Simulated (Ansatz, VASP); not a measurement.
# InSe in two plane-wave programs

One calculation is typed for both programs; each brings its own data sets. How far apart do they land? The structure shown is the start of the Ansatz relaxation below; VASP solves that cell, so the two are compared at the walk's first step.

Method: plane waves, with VASP 6.6.1 beside it; single point at PBE with D3(BJ), in Ansatz 0.2.0.

**1. The starting structure**

The cell holds 8 atoms: 4 Se and 4 In. Cell: a = 4.050 Å, b = 4.050 Å, c = 28.476 Å, α = 90.0°, β = 90.0°, γ = 120.0°. It derives from InSe. As first built, before any earlier steps moved the atoms (in the runner's words): kind sheets cut from a layered crystal; sheets 2. Vacuum lies along c.

**2. Ansatz: relaxation, PBE with D3(BJ)**

Ansatz runs on its default PAW (the set named soft_2) files.

The two programs are compared at the cell with which this relaxation starts, whose forces are those of its first step.

input.yaml

```yaml
crystal:
  lattice:
    - [4.05, 0.0, 0.0]
    - [-2.025, 3.507402885, 0.0]
    - [0.0, 0.0, 28.47628]
  atoms:
    - { symbol: Se, position: [0.333333333, 0.666666667, 0.736622902] }
    - { symbol: In, position: [0.666666667, 0.333333333, 0.703923757] }
    - { symbol: In, position: [0.666666667, 0.333333333, 0.593341195] }
    - { symbol: Se, position: [0.333333333, 0.666666667, 0.56064205] }
    - { symbol: Se, position: [0.666666667, 0.333333333, 0.43935795] }
    - { symbol: In, position: [0.333333333, 0.666666667, 0.406658805] }
    - { symbol: In, position: [0.333333333, 0.666666667, 0.296076243] }
    - { symbol: Se, position: [0.666666667, 0.333333333, 0.263377098] }
kpoints:
  mp_grid: { grid: [6, 6, 1] }
scf:
  occupations: { method: fermi_dirac, width: 0.02 }
  n_extra_bands: 8
hamiltonian:
  xc: pbe
  pseudopotentials: { kind: paw }
  dispersion: d3bj
output:
  forces: true
  write_potential: true
  volumetric_format: []
relax:
  f_tol: 0.03
  max_steps: 45
  cell: { fix: [c, alpha, beta] }
```

Launch:

```sh
$ ansatz run input.yaml --threads 4 --pin off --max-ram 14336MiB --backend cpu --events-out ev --progress --plain --runs-dir out
```

Numbers of over 12 decimals in the logs are rounded to 6 here.

The program printed:

```text
scf.n_extra_bands = 8 over 58 filled bands (N_el = 116.0): the run solves 66 bands
Engine: ansatz 0.2.0, aarch64-unknown-linux-gnu
Pseudopotentials: kind: paw
Pseudopotential: Se, paw, valence charge 16, recommended cutoff 420 eV (normal), Se.paw.azcp
Pseudopotential: In, paw, valence charge 13, recommended cutoff 420 eV (normal), In.paw.azcp
Functional definition: PBE
  parameter kappa = 0.804
  parameter beta = 0.066725
  exchange = pbe_x(kappa = kappa, mu = beta*pi^2/3)
  correlation = pbe_c(beta = beta)
Crystal: 8 atoms, lattice volume = 404.505 Å³
Basis set: ecut = 420 eV, 7883 PW (Γ), exchange–correlation on 60×60×384 points (8 copies of the dense FFT grid, shifted against one another)
Bands: 66, of which v1, the nominal top of the filled ones, is band 58 counted from 1 (57 counted from 0)
Symmetry: 12 space group operations
Space group: P-3m1 (ITA 164), of the structure as read, at distance tolerance 7.4e-5 Å
k-points: 7 of 36
Non-local potential: Se, projectors of the file, l = 0: 2, l = 1: 2, l = 2: 3, l = 3: 1
Non-local potential: In, projectors of the file, l = 0: 2, l = 1: 2, l = 2: 2, l = 3: 2
PAW form: soft (Blöchl's): semilocal exchange-correlation on the pseudo side does not see the compensation charge
PAW one-centre angular grid: Se, 590 points (default); XC on 64 Gauss nodes
PAW one-centre angular grid: In, 590 points (default); XC on 64 Gauss nodes
Initial density: superposition of atomic densities (neutral atoms: chi_scale 0, normalization atom), corrected by the library's trained network
Initial wavefunctions: pseudopotential atomic-orbital guess
Functional: x = pbe(κ = 0.804, μ = 0.219515), c = pbe(β = 0.066725)
SCF iter   1: F=—  HF=-44272.000256 eV  |F-HF|=—  |Δ(HF+E_count)|=         —  Δρ=1.62e-3  dr2=4.49e-2  ethr=1.77e-3  ⟨swp⟩=7.6  Hψ=1970  notcnv=0
preconditioner: auto → LDOS  [insulator: Δε(μ)=0.093 eV  Ē_g=13.482 eV  σ=0.020 eV  W_gap=0.76  n_scr=86 (ndim 8)  ℏωp=16.1 eV  f_vac=0.436  D(μ)=1.02/eV (n_scr^D=6)  ε∞_Penn≈2.4  β→1.0]
SCF iter   2: F=—  HF=-44272.008248 eV  |F-HF|=—  |Δ(HF+E_count)|=   7.99e-3  Δρ=1.78e-3  dr2=5.92e-2  ethr=3.87e-5  ⟨swp⟩=3.3  Hψ=891  notcnv=0  defer=24
SCF iter   3: F=—  HF=-44271.995715 eV  |F-HF|=—  |Δ(HF+E_count)|=   1.25e-2  Δρ=3.23e-4  dr2=1.35e-3  ethr=3.87e-5  ⟨swp⟩=3.0  Hψ=726  notcnv=0  defer=24
SCF iter   4: F=—  HF=-44271.995399 eV  |F-HF|=—  |Δ(HF+E_count)|=   3.16e-4  Δρ=5.75e-5  dr2=2.77e-5  ethr=1.16e-6  ⟨swp⟩=2.0  Hψ=712  notcnv=0  defer=24
SCF iter   5: F=—  HF=-44271.995552 eV  |F-HF|=—  |Δ(HF+E_count)|=   1.53e-4  Δρ=2.43e-5  dr2=6.74e-6  ethr=2.39e-8  ⟨swp⟩=3.0  Hψ=893  notcnv=0  defer=24
SCF iter   6: F=—  HF=-44271.995551 eV  |F-HF|=—  |Δ(HF+E_count)|=   1.38e-6  Δρ=4.66e-6  dr2=1.45e-7  ethr=5.81e-9  ⟨swp⟩=2.7  Hψ=800  notcnv=0  defer=24
SCF iter   7: F=-44271.995551 eV  HF=-44271.995551 eV  |F-HF|=3.87e-9  |Δ(HF+E_count)|=   1.03e-7  Δρ=1.68e-6  dr2=1.91e-8  ethr=8.62e-11  ⟨swp⟩=9.1  Hψ=3222  notcnv=0
SCF 1 converged in 7 iterations: F = -44271.995551 eV  dr2 = 1.91e-8
  greatest PAW one-centre occupation: 1.000 electrons in one spin orbital (limit 2), on the Se atom at site 4 (counted from 0), in its partial waves of l = 2
relax step   1: F+E_penalty+E_count = -44271.99555082 eV  Δ(F+E_penalty+E_count) = +0.000e0 eV  max|allowed force component| = 2.948e0 eV/Å  Δτ_max = 0.0000 Å  P = +3.597 GPa  Ω = 404.505 Å³  fix = [c, alpha, beta]  reactions: c +0.230 GPa  (7 SCF iters, dr2 threshold 1.00e-7 eV, accepted)
Crystal: 8 atoms, lattice volume = 412.068 Å³
Basis set: ecut = 420 eV, 8039 PW (Γ), exchange–correlation on 60×60×384 points (8 copies of the dense FFT grid, shifted against one another)
Initial density: handed on by an earlier stage of this run
Initial wavefunctions: those handed on with the density
iter 1 solved again at ethr=2.76e-4 eV; its pass at ethr=3.10e-3 eV (dr2=3.20e-1 eV) is discarded
SCF iter   1: F=—  HF=-44273.896100 eV  |F-HF|=—  |Δ(HF+E_count)|=         —  Δρ=7.70e-3  dr2=3.17e-1  ethr=2.76e-4  ⟨swp⟩=1.9  Hψ=2336  notcnv=0
preconditioner: auto → Resta (q_TF=auto, 2.209 Å⁻¹)  ε∞=2.5  [insulator: Δε(μ)=0.836 eV  Ē_g=13.156 eV  σ=0.020 eV  W_gap=1.00  n_scr=86 (ndim 8)  ℏωp=15.9 eV  f_vac=0.433  D(μ)=0.00/eV (n_scr^D=0)  ε∞_Penn≈2.5  vacuum switching on, ρ_ref=1.3e-2 e/Å³]
SCF iter   2: F=—  HF=-44273.824942 eV  |F-HF|=—  |Δ(HF+E_count)|=   7.12e-2  Δρ=4.20e-3  dr2=5.41e-2  ethr=2.73e-4  ⟨swp⟩=3.0  Hψ=628  notcnv=0
SCF iter   3: F=—  HF=-44273.815660 eV  |F-HF|=—  |Δ(HF+E_count)|=   9.28e-3  Δρ=1.16e-3  dr2=1.34e-2  ethr=4.66e-5  ⟨swp⟩=2.7  Hψ=664  notcnv=0  defer=4
SCF iter   4: F=—  HF=-44273.814594 eV  |F-HF|=—  |Δ(HF+E_count)|=   1.07e-3  Δρ=3.43e-4  dr2=1.24e-3  ethr=1.16e-5  ⟨swp⟩=3.9  Hψ=914  notcnv=0  defer=4
SCF iter   5: F=—  HF=-44273.814846 eV  |F-HF|=—  |Δ(HF+E_count)|=   2.52e-4  Δρ=2.10e-4  dr2=1.53e-3  ethr=1.07e-6  ⟨swp⟩=3.1  Hψ=943  notcnv=0  defer=4
[...]
SCF iter   5: F=-44273.873901 eV  HF=-44273.873901 eV  |F-HF|=3.64e-11  |Δ(HF+E_count)|=   1.39e-9  Δρ=9.32e-8  dr2=1.70e-11  ethr=1.00e-12  ⟨swp⟩=6.9  Hψ=2717  notcnv=0
SCF 6 converged in 5 iterations: F = -44273.873901 eV  dr2 = 1.70e-11
relax step   6: F+E_penalty+E_count = -44273.87390106 eV  Δ(F+E_penalty+E_count) = +4.388e-4 eV  max|allowed force component| = 2.530e-2 eV/Å  Δτ_max = 0.0000 Å  P = +0.035 GPa  Ω = 400.680 Å³  fix = [c, alpha, beta]  reactions: c +0.028 GPa  stress off target by 3.90e-2 GPa on what of the cell is left free  SCF on the basis re-selected at this cell (its energy is not comparable with the rows above)  (5 SCF iters)
basis re-selected at this cell: Δ(F+E_penalty+E_count) = +4.388e-4 eV, ΔP = -0.002 GPa vs the last step (what re-selecting the basis moved, of the pressure what is left beyond the Pulay correction that the steps carried, after the strain that the cell walked since its last selection, with what the two solves' SCF thresholds leave and, on support functions, any second-order correction that the steps lacked; it is no measure of the basis error at this ecutwfc). The dense FFT grid was sized anew with the basis: this SCF ran on 27×27×192 points, the steps before it on 30×30×192, so part of this shift can come from that change (see relax.cell in the input reference). [rest of the remark cut]
WARN: The input density's exchange-correlation potential varies sharply where the density is thin. Do not read a vacuum level from v_tot or v_xc, or from such a field of the output density. On a cell that repeats whose density bears no net charge and no dipole along the vacuum's axis use v_es (v_loc + v_h of the components); under efield.dipole_correction with no amplitude use v_es + v_field, which holds any external [...]
SCF converged after 5 iterations
Free energy (F): -44273.873901 eV
Harris-Foulkes:  -44273.873901 eV  (|F-HF|=3.64e-11)
Internal energy: -44273.873901 eV  (E = F + TS)
E sigma→0 (E₀):  -44273.873901 eV
Fermi energy:    2.177082 eV
--- Per-component energies (eV) ---
  E_band       = -2424.848163
  E_kinetic    = 1444.339204
  E_local      = -88881.724262  (includes V_loc(G=0)·N_el)
  E_nonlocal   = -914.128386
  E_hartree    = 43526.739886
  E_xc         = -1276.857844
  E_vxc        = -788.173459  (∫ρ·V_xc dr)
  E_paw        = -24265.527934  (= ΣΔE_a)
  E_vpaw       = -338.638948  (= ΣTr[D̂ρ^β])
  E_aug_tail   = -0.002306  (compensation charges beyond the density's cutoff)
  E_ewald      = 26095.356921
  E_disp       = -2.069180  (pairwise vdW)
  E_smearing   = -0.000000  (= −TS)
  E_closure    = -0.000000  (closes the sum)
  Σ components = -44273.873901   (vs F -44273.873901, Δ=0.00e0)
--- Forces (eV/Å), atoms counted from 1 ---
  atom   1  Se    -0.00000000    -0.00000000     0.02272776
  atom   2  In     0.00000000     0.00000000    -0.02530097
  atom   3  In    -0.00000000     0.00000000     0.01877219
  atom   4  Se     0.00000000    -0.00000000    -0.01488960
  atom   5  Se    -0.00000000     0.00000000     0.01488960
  atom   6  In     0.00000000    -0.00000000    -0.01877219
  atom   7  In     0.00000000    -0.00000000     0.02530097
  atom   8  Se     0.00000000     0.00000000    -0.02272776
  max |Σ_I F_I| component: 1.85e-17 eV/Å
--- Stress (GPa, compression-positive) ---
        0.039042       0.000000      -0.000000
        0.000000       0.039042       0.000000
       -0.000000       0.000000       0.027887
  P = ⅓ Tr σ = 0.0353 GPa (0.353 kbar)
--- Band table (eV; the first three rows and the last of 7) ---
  k-point 0: bands = [... 54 lower, 0.8918, 0.9507, 0.9507, 1.5894, 2.7149, 3.4089, 4.1596, 4.1851, ... 4 higher]
  k-point 1: bands = [... 54 lower, 0.6095, 0.6972, 1.1712, 1.6017, 3.7486, 4.0012, 4.7364, 4.9000, ... 4 higher]
  k-point 2: bands = [... 54 lower, 0.1340, 0.2484, 0.9090, 1.0162, 3.6546, 3.7999, 3.9933, 4.0709, ... 4 higher]
  k-point 6: bands = [... 54 lower, -0.0752, -0.0752, 0.3801, 0.3801, 3.7202, 4.0187, 4.4103, 4.4103, ... 4 higher]
--- Relaxed structure (5 steps of the walk, 5 accepted, 1 SCFs on fresh bases) ---
  F+E_penalty+E_count = -44273.87390106 eV   max|allowed force component| = 2.530e-2 eV/Å   (the final SCF, on the basis selected at the relaxed cell)
  cell:  # Å, volume = 400.6798 Å³
    - [4.030805, 0, 0]
    - [-2.015402, 3.490779, 0]
    - [0, 0, 28.47628]
  atoms:
    - { symbol: Se, position: [0.333333, 0.666667, 0.741576] }
    - { symbol: In, position: [0.666667, 0.333333, 0.696313] }
    - { symbol: In, position: [0.666667, 0.333333, 0.598154] }
    - { symbol: Se, position: [0.333333, 0.666667, 0.553006] }
    - { symbol: Se, position: [0.666667, 0.333333, 0.446994] }
    - { symbol: In, position: [0.333333, 0.666667, 0.401846] }
    - { symbol: In, position: [0.333333, 0.666667, 0.303687] }
    - { symbol: Se, position: [0.666667, 0.333333, 0.258424] }
```

Reading the cycles: dr2 is the Hartree energy of the density residual (eV), the measure of convergence; HF is the Harris–Foulkes estimate of the energy, which meets the free energy F at convergence.

**3. VASP: single point, PBE with D3(BJ), start cell**

The same cell, functional, mesh and smearing now go to VASP, with its own data sets.

Lines of VASP's logs that name or quote its potential files are left out, and so is its time.

INCAR

```
SYSTEM = InSe
PREC = Accurate
ENCUT = 400
EDIFF = 1E-06
NELM = 120
ISMEAR = -1
SIGMA = 0.02
LREAL = .FALSE.
ALGO = Normal
GGA = PE
IVDW = 12
NBANDS = 47
LORBIT = 11
LWAVE = .FALSE.
LCHARG = .FALSE.
ISIF = 2
LASPH = .TRUE.
GGA_COMPAT = .FALSE.
EFERMI = MIDGAP
KPAR = 2
```

POSCAR

```
InSe
1.0
    4.0500000000      0.0000000000      0.0000000000
   -2.0250000000      3.5074030000      0.0000000000
    0.0000000000      0.0000000000     28.4762800000
Se In
4 4
Direct
    0.3333333809      0.6666667617      0.7366229016
    0.3333333809      0.6666667617      0.5606420502
    0.6666666191      0.3333332383      0.4393579498
    0.6666666191      0.3333332383      0.2633770984
    0.6666666191      0.3333332383      0.7039237569
    0.6666666191      0.3333332383      0.5933411948
    0.3333333809      0.6666667617      0.4066588052
    0.3333333809      0.6666667617      0.2960762431
```

KPOINTS

```
Automatic mesh
0
Gamma
6 6 1
0 0 0
```

PAW data sets: Se and In_d (PBE family, release 64).

Launch:

```sh
$ mpirun -np 2 vasp_std
```

The program printed:

```text
[banner, memory and clock lines left out]
running    2 mpi-ranks, on    1 nodes
 distrk:  each k-point on    1 cores,    2 groups
 distr:  one band on    1 cores,    1 groups

 POSCAR found type information on POSCAR SeIn
 POSCAR found :  2 types and       8 ions
 LDA part: xc-table for (Slater+PW92), standard interpolation
 POSCAR, INCAR and KPOINTS ok, starting setup
 FFT: planning ... GRIDC
 FFT: planning ... GRID_SOFT
 FFT: planning ... GRID
 WAVECAR not read
 entering main loop
       N       E                     dE             d eps       ncg     rms          rms(c)
DAV:   1     0.665215190627E+03    0.66522E+03   -0.29308E+04   706   0.127E+03
DAV:   2     0.591075463177E+02   -0.60611E+03   -0.59029E+03   724   0.351E+02
DAV:   3    -0.234876007223E+02   -0.82595E+02   -0.81805E+02   836   0.165E+02
DAV:   4    -0.273690944116E+02   -0.38815E+01   -0.38672E+01   796   0.395E+01
DAV:   5    -0.275096864497E+02   -0.14059E+00   -0.14057E+00   854   0.702E+00    0.119E+01
DAV:   6    -0.265721266078E+02    0.93756E+00   -0.16082E+00   868   0.154E+01    0.661E+00
DAV:   7    -0.264978177450E+02    0.74309E-01   -0.13730E+00   977   0.768E+00    0.151E+00
DAV:   8    -0.264867515518E+02    0.11066E-01   -0.20422E-01   973   0.503E+00    0.120E+00
DAV:   9    -0.264909411720E+02   -0.41896E-02   -0.29593E-02   868   0.121E+00    0.643E-01
DAV:  10    -0.264903249932E+02    0.61618E-03   -0.56307E-03   862   0.113E+00    0.312E-01
DAV:  11    -0.264907530567E+02   -0.42806E-03   -0.18186E-03   790   0.202E-01    0.759E-02
DAV:  12    -0.264907660578E+02   -0.13001E-04   -0.15140E-04  1060   0.173E-01    0.615E-02
DAV:  13    -0.264908140707E+02   -0.48013E-04   -0.60214E-05   854   0.624E-02    0.227E-02
DAV:  14    -0.264908625419E+02   -0.48471E-04   -0.27116E-05   950   0.435E-02    0.973E-03
DAV:  15    -0.264908980181E+02   -0.35476E-04   -0.42994E-06   598   0.187E-02    0.631E-03
DAV:  16    -0.264909597520E+02   -0.61734E-04   -0.12750E-05   623   0.107E-02    0.379E-03
DAV:  17    -0.264909749326E+02   -0.15181E-04   -0.16250E-06   574   0.163E-02    0.334E-03
DAV:  18    -0.264909892249E+02   -0.14292E-04   -0.12143E-06   550   0.512E-03    0.240E-03
DAV:  19    -0.264910015719E+02   -0.12347E-04   -0.63339E-07   550   0.433E-03    0.852E-04
DAV:  20    -0.264910080572E+02   -0.64853E-05   -0.13995E-07   479   0.394E-03    0.728E-04
DAV:  21    -0.264910142988E+02   -0.62415E-05   -0.92280E-08   485   0.338E-03    0.556E-04
DAV:  22    -0.264910188115E+02   -0.45127E-05   -0.10791E-07   487   0.203E-03    0.375E-04
DAV:  23    -0.264910201164E+02   -0.13049E-05   -0.28626E-08   462   0.162E-03    0.318E-04
DAV:  24    -0.264910208054E+02   -0.68896E-06   -0.23464E-08   455   0.131E-03
   1 F= -.28521480E+02 E0= -.28520341E+02  d E =-.227867E-02
```

(Continued in part 2 of 2.)

[Lines on the potential files, build, host, timing and source positions are cut from VASP's logs without a mark.]

[Logs are printed without paths, hosts, clocks, repeated set-up lines and the standing remarks that a program may print on its own settings, such as how far it seeks lower states.]

[Hosts, paths, dates, database ids (printed as entryN), source tags and the programs' standing remarks are cut or masked in the printed files.]
